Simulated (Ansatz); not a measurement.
GaN: energy along a strain

GaN, P6_3mc, a = 3.180 Å, c = 5.166 Å (as given, not relaxed at this level: 1.1 GPa, forces to 0.14 eV/Å). Ansatz: r2SCAN, PAW, 500 eV, Γ-centred 12×12×6 mesh on 4 atoms, Gaussian smearing 0.05 eV; no spin polarisation. Cell vectors (Å): 3.180 0.000 0.000; -1.590 2.754 0.000; 0.000 0.000 5.166. The cell is strained by x per cent times the pattern (0 1 0 0 0 0) in the order xx yy zz yz xz xy (engineering shears), with fractional coordinates held. y is the free energy over the start, V0 = 11.310 Å³/atom.

| x (%) | y (meV/atom) |
| --- | --- |
| -4.00 | 27.67 |
| -3.00 | 15.40 |
| -2.00 | 6.87 |
| -1.00 | 1.82 |
| 0.00 | 0.00 |
| 1.00 | 1.19 |
| 2.00 | ? |
| 3.00 | 11.70 |
| 3.50 | 15.88 |
| 4.00 | 20.64 |

Question: Fit y = c1 x + c2 x² + c3 x³ to the other rows, get the stiffness along the pattern, and predict the missing energy.

Answer: Least squares on the rows shown. y = −0.27524 x + 1.5083 x² − 0.037798 x³. The clamped-ion stiffness p·C·p = 2 × 15.08 eV × 160.2 / 11.310 Å³ = 427 GPa, which is C22 in these axes (second derivative at the start, which stands under stress). At x = 2.00 the fit asked for gives 5.18 meV/atom. The run gave 5.15 meV/atom, so the fit is 0.03 meV/atom too high, within twice the rms miss on the fitted rows (0.02 meV/atom).